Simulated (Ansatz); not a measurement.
Li2O in Ansatz: the effect of functional

Li2O:

```
O Li
1.0
     0.00000    2.32685    2.32685
     2.32685    0.00000    2.32685
     2.32685    2.32685    0.00000
O Li
1 2
Direct
  0.00000 0.00000 0.00000
  0.25000 0.25000 0.25000
  0.75000 0.75000 0.75000
```

The cell comes from a database or a generator and needn't be the stable form of this composition.

Alike in all runs:

```yaml
Program: Ansatz 0.2.0
Task: band structure
Potentials_or_basis: Ansatz PAW
Cutoff: "420 eV (not typed: the program's choice for these potentials)"
k_mesh: 6 × 6 × 6
Occupations: fermi-dirac, width 0.05 eV
Spin: no spin polarisation
```

**Question.** One run gave: gap on the mesh 5.28 eV; pressure -0.7 GPa. Which functional did it use?
A. BLYP
B. PBE
C. revPBE
D. RPBE

**Answer.** A.

```csv
functional,gap on the mesh (eV),pressure (GPa)
PBE,4.95,-1.4
RPBE,5.09,2.1
revPBE,5.06,1.5
BLYP,5.28,-0.7
```

Caveats: the PAW data sets come from PBE, with cores solved anew for the run's functional, which leaves a small shift of forces and pressure (some runs).

